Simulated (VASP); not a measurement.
# MgO in VASP: one cell, several levels of theory, part 2 of 2

VASP 6.6.1, plane waves, PAW.

## 3. Single point with r2SCAN

INCAR reads:

```
ENCUT = 520.000000
SIGMA = 0.010000
EDIFF = 1.00e-07
ALGO = Normal
METAGGA = R2SCAN
PREC = Accurate
IBRION = -1
ISIF = 2
ISMEAR = 0
NBANDS = 11
NELM = 120
NSW = 0
LASPH = .TRUE.
LCHARG = .TRUE.
LELF = .TRUE.
LWAVE = .FALSE.
LREAL = .FALSE.
```

KPOINTS reads:

```
KPOINTS created by Atomic Simulation Environment
0
Gamma
10 10 10
0 0 0
```

KPOINTS_OPT reads:

```
special points
6
Reciprocal
0.0000000000 0.0000000000 0.0000000000 1
0.5000000000 0.0000000000 0.5000000000 1
0.6250000000 0.2500000000 0.6250000000 1
0.3750000000 0.3750000000 0.7500000000 1
0.5000000000 0.5000000000 0.5000000000 1
0.5000000000 0.2500000000 0.7500000000 1
```

POSCAR reads:

```
Mg O
 1.0000000000000000
     0.0000000000000000    2.1652324378999999    2.1652324378999999
     2.1652324378999999    0.0000000000000000    2.1652324378999999
     2.1652324378999999    2.1652324378999999    0.0000000000000000
 Mg  O
   1   1
Cartesian
  0.0000000000000000  0.0000000000000000  0.0000000000000000
  2.1652324378999999  2.1652324378999999  2.1652324378999999
```

Started as:

```sh
> mpirun -np 1 vasp_std
```

Printed to the terminal (iteration lines stand in OSZICAR):

```text
POSCAR found type information on POSCAR MgO
 POSCAR found :  2 types and       2 ions
 -----------------------------------------------------------------------------
|                                                                             |
|                                                                             |
|     You enforced a specific xc type in the INCAR file but a different       |
|     I HOPE YOU KNOW WHAT YOU ARE DOING!                                     |
|                                                                             |
 -----------------------------------------------------------------------------

 LDA part: xc-table for (None), standard interpolation
 POSCAR, INCAR and KPOINTS ok, starting setup
 FFT: planning ... GRIDC
 FFT: planning ... GRID_SOFT
 FFT: planning ... GRID
 WAVECAR not read
 entering main loop
 Start KPOINTS_OPT (optional k-point list driver)
k-point batch [1-6\6]
```

OSZICAR:

```text
N       E                     dE             d eps       ncg     rms          rms(c)
DAV:   1     0.908997978700E+01    0.90900E+01   -0.47093E+03  1154   0.664E+02
DAV:   2    -0.191678379235E+02   -0.28258E+02   -0.27649E+02  1188   0.140E+02
DAV:   3    -0.198342812855E+02   -0.66644E+00   -0.66588E+00  1257   0.191E+01
DAV:   4    -0.198360623904E+02   -0.17811E-02   -0.17811E-02  1133   0.112E+00
DAV:   5    -0.198360691586E+02   -0.67681E-05   -0.67681E-05  1205   0.695E-02    0.676E+00
DAV:   6    -0.159850376553E+02    0.38510E+01   -0.59155E+00  1085   0.127E+01    0.196E+00
DAV:   7    -0.160698196972E+02   -0.84782E-01   -0.18593E-01  1145   0.312E+00    0.145E+00
DAV:   8    -0.160833014401E+02   -0.13482E-01   -0.64903E-02  1079   0.253E+00    0.525E-01
DAV:   9    -0.160801405856E+02    0.31609E-02   -0.94313E-03  1118   0.638E-01    0.155E-01
DAV:  10    -0.160800242233E+02    0.11636E-03   -0.10972E-03  1151   0.236E-01    0.192E-02
DAV:  11    -0.160800438706E+02   -0.19647E-04   -0.14401E-05  1142   0.315E-02    0.667E-03
DAV:  12    -0.160800459260E+02   -0.20554E-05   -0.40668E-07  1163   0.424E-03    0.407E-03
DAV:  13    -0.160800457119E+02    0.21410E-06   -0.10085E-06  1118   0.687E-03    0.126E-04
DAV:  14    -0.160800454781E+02    0.23382E-06   -0.46343E-09   562   0.668E-04    0.183E-04
DAV:  15    -0.160800453849E+02    0.93226E-07   -0.18169E-09   562   0.256E-04
   1 F= -.16080045E+02 E0= -.16080045E+02  d E =-.526782-139
       N       E                     dE             ncg
DAV:   1     0.623036417331E+03   -0.16632E+04      132
DAV:   2     0.426913603388E+03   -0.19612E+03      163
DAV:   3     0.422117867524E+03   -0.47957E+01      168
DAV:   4     0.422104109463E+03   -0.13758E-01      141
DAV:   5     0.422104046643E+03   -0.62819E-04      162
DAV:   6     0.422104046291E+03   -0.35194E-06      141
DAV:   7     0.422104046289E+03   -0.25375E-08      138
```

OUTCAR, selected sections:

```text
k-points           NKPTS =     47   k-points in BZ     NKDIM =     47   number of bands    NBANDS=     11

   NELECT =       8.0000    total number of electrons

   dimension x,y,z NGX =    24 NGY =   24 NGZ =   24
   dimension x,y,z NGXF=    48 NGYF=   48 NGZF=   48

  energy-cutoff  :      520.00
  volume of cell :       20.30
      direct lattice vectors                 reciprocal lattice vectors
     0.000000000  2.165232438  2.165232438    -0.230922090  0.230922090  0.230922090
     2.165232438  0.000000000  2.165232438     0.230922090 -0.230922090  0.230922090
     2.165232438  2.165232438  0.000000000     0.230922090  0.230922090 -0.230922090

 k-points in reciprocal lattice and weights: KPOINTS created by Atomic Simulation Env
   0.00000000  0.00000000  0.00000000       0.001
   0.10000000  0.00000000  0.00000000       0.008
   0.20000000  0.00000000  0.00000000       0.008
   0.30000000  0.00000000  0.00000000       0.008
   0.40000000  0.00000000  0.00000000       0.008
   0.50000000  0.00000000  0.00000000       0.004
   0.10000000  0.10000000  0.00000000       0.006
   0.20000000  0.10000000  0.00000000       0.024
[... 39 more k-points ...]

 E-fermi :   2.3701

 k-point     1 :       0.0000    0.0000    0.0000
  band No.  band energies     occupation
      1     -15.6040      2.00000
      2       2.1941      2.00000
      3       2.1941      2.00000
      4       2.1941      2.00000
      5       6.9987      0.00000
      6      18.5330      0.00000
      7      18.5330      0.00000
      8      18.5330      0.00000
      9      22.4463      0.00000
     10      24.1270      0.00000
     11      24.1270      0.00000

 k-point     2 :       0.1000    0.0000    0.0000
  band No.  band energies     occupation
      1     -15.5147      2.00000
      2       1.5865      2.00000
      3       2.1341      2.00000
      4       2.1341      2.00000
      5       7.6160      0.00000
      6      17.3112      0.00000
      7      18.7538      0.00000
      8      18.7538      0.00000
      9      23.2848      0.00000
     10      23.2848      0.00000
     11      23.9797      0.00000

 k-point     3 :       0.2000    0.0000    0.0000
  band No.  band energies     occupation
      1     -15.2717      2.00000
      2       0.3544      2.00000
      3       1.9816      2.00000
      4       1.9816      2.00000
      5       8.8310      0.00000
      6      15.7775      0.00000
      7      19.1628      0.00000
      8      19.1628      0.00000
      9      22.5705      0.00000
     10      22.5705      0.00000
     11      24.5601      0.00000

 k-point     4 :       0.3000    0.0000    0.0000
  band No.  band energies     occupation
      1     -14.9484      2.00000
      2      -0.8644      2.00000
      3       1.8014      2.00000
      4       1.8014      2.00000
      5       9.8653      0.00000
      6      14.9760      0.00000
      7      19.1581      0.00000
      8      19.1581      0.00000
      9      23.0671      0.00000
     10      23.0671      0.00000
     11      23.9562      0.00000

 k-point     5 :       0.4000    0.0000    0.0000
  band No.  band energies     occupation
      1     -14.6647      2.00000
      2      -1.7399      2.00000
      3       1.6617      2.00000
      4       1.6617      2.00000
      5      10.3515      0.00000
      6      14.9169      0.00000
      7      18.8775      0.00000
      8      18.8775      0.00000
      9      23.4636      0.00000
     10      24.3401      0.00000
     11      24.3401      0.00000

 k-point     6 :       0.5000    0.0000    0.0000
  band No.  band energies     occupation
      1     -14.5506      2.00000
      2      -2.0599      2.00000
      3       1.6096      2.00000
      4       1.6096      2.00000
      5      10.4510      0.00000
      6      15.0244      0.00000
      7      18.7473      0.00000
      8      18.7473      0.00000
      9      23.2964      0.00000
     10      25.0734      0.00000
     11      25.0734      0.00000

 k-point     7 :       0.1000    0.1000    0.0000
  band No.  band energies     occupation
      1     -15.4859      2.00000
      2       1.5257      2.00000
      3       2.0538      2.00000
      4       2.0538      2.00000
      5       7.8145      0.00000
      6      16.9872      0.00000
      7      18.8210      0.00000
      8      18.8210      0.00000
      9      21.9912      0.00000
     10      24.4276      0.00000
     11      24.6468      0.00000

[... the tables of k-points 8 to 47 left out ...]

  Total       -1.6980642     -1.6980642     -1.6980642      0.0000000      0.0000000      0.0000000
  in kB     -134.0050358   -134.0050358   -134.0050358      0.0000000      0.0000000      0.0000000
  external PRESSURE =    -134.0050358 kB  Pullay stress =       0.0000000 kB

 POSITION                                       TOTAL-FORCE (eV/Angst)
 -----------------------------------------------------------------------------------
      0.00000      0.00000      0.00000        -0.000000     -0.000000     -0.000000
      2.16523      2.16523      2.16523         0.000000      0.000000      0.000000
 -----------------------------------------------------------------------------------
    total drift:                               -0.000000     -0.000000      0.000000

  FREE ENERGIE OF THE ION-ELECTRON SYSTEM (eV)
  ---------------------------------------------------
  free  energy   TOTEN  =       -16.0800453849 eV

  energy  without entropy=      -16.0800453849  energy(sigma->0) =      -16.08004538
```

Hardware: 1 MPI rank of Intel Xeon Platinum 8488C, shared host.

The levels at the points of KPOINTS_OPT are read from vasprun.xml.

Levels at the named points, in eV from the top of band v (v: the last filled band by count, c: the next):

```
point    v−1      v      c    c+1
    Γ   0.00   0.00   4.80  16.34
    X  -1.26  -1.26   9.90  10.15
    U  -2.49  -1.06  10.61  11.96
    K  -2.49  -1.06  10.61  11.96
    L  -0.58  -0.58   8.26  12.83
    W  -2.71  -1.63  12.11  12.11
```

Gap with r2SCAN: 4.80 eV, direct (Γ). The pressure is -13.40 GPa; the forces vanish within 0.01 eV/Å.

The maps below are laid out on this run's own conventional cell (a, b, c = 4.330, 4.330, 4.330 Å).

Density in a lattice plane of the grid's cell (edges 4.33 and 4.33 Å, at 0.000 of the third edge), which holds Mg and O.

Ten even steps from ' ' (0.03 e/Å³) to '@' (8.04 e/Å³):
```
                ..::++##%%##++::..              
                  ..::======::..                
                    ....::....                  
                                                
                                                
                                                
::....                                      ....
====::..                                  ..::==
%%##++::..                              ..::++##
@@%%**--..                              ..--**%%
%%##++::..                              ..::++##
====::..                                  ..::==
::....                                      ....
                                                
                                                
                                                
                    ....::....                  
                  ..::======::..                
                ..::++##%%##++::..              
                ..--**%%@@%%**--..              
```
Columns run along the first of these edges and rows up along the second, over one cell in 24 and 20 even steps from the bottom left corner. Atoms in the plane (fractional): Mg at (0.00, 0.00), Mg at (0.50, 0.50), O at (0.00, 0.50), O at (0.50, 0.00).

ELF in the same plane.

Ten even steps from ' ' (0.00) to '@' (0.83):
```
        ::==##%%@@@@@@##**##@@@@@@%%##==::      
        ..--++##@@@@@@@@@@@@@@@@@@##++--..      
....      ..--++##@@@@@@@@@@@@@@##++--..      ..
++==--........--++##%%@@@@@@%%##++--........--==
####**==::......::==**######**==::......::==**##
@@@@%%##++--........--==++==--........--++##%%@@
@@@@@@@@##++--..      ......      ..--++##@@@@@@
@@@@@@@@@@##++--..              ..--++##@@@@@@@@
**##@@@@@@%%##==::              ::==##%%@@@@@@##
--++%%@@@@@@##++::              ::++##@@@@@@%%++
**##@@@@@@%%##==::              ::==##%%@@@@@@##
@@@@@@@@@@##++--..              ..--++##@@@@@@@@
@@@@@@@@##++--..      ......      ..--++##@@@@@@
@@@@%%##++--........--==++==--........--++##%%@@
####**==::......::==**######**==::......::==**##
++==--........--++##%%@@@@@@%%##++--........--==
....      ..--++##@@@@@@@@@@@@@@##++--..      ..
        ..--++##@@@@@@@@@@@@@@@@@@##++--..      
        ::==##%%@@@@@@##**##@@@@@@%%##==::      
        ::++##@@@@@@%%++--++%%@@@@@@##++::      
```
Columns run along the first of these edges and rows up along the second, over one cell in 24 and 20 even steps from the bottom left corner. Atoms in the plane (fractional): Mg at (0.00, 0.00), Mg at (0.50, 0.50), O at (0.00, 0.50), O at (0.50, 0.00).

Both are smooth fields of the valence electrons: close to the nuclei they are not physical.

The highest ELF values outside the cores: 0.84 in the shell around O, 0.6 Å from O.

## 4. Summary

What follows sums up all 2 parts.

```
 level  gap (eV)  pressure (GPa)  Ansatz: gap (eV)  Ansatz: pressure (GPa)
   PBE      3.96           -7.90              3.98                   -7.15
r2SCAN      4.80          -13.40              4.83                  -12.33
```

What this shows: The gap spans 3.96 eV (PBE) to 4.80 eV (r2SCAN). The pressure is highest with PBE (-7.9 GPa) and lowest with r2SCAN (-13.4 GPa), which orders the cells that they would relax to. The two programs agree on the gap within 0.03 eV, far less than the spread between functionals. Each program uses its own PAW datasets and cutoff. VASP's cell holds 8 valence electrons and Ansatz's 16.
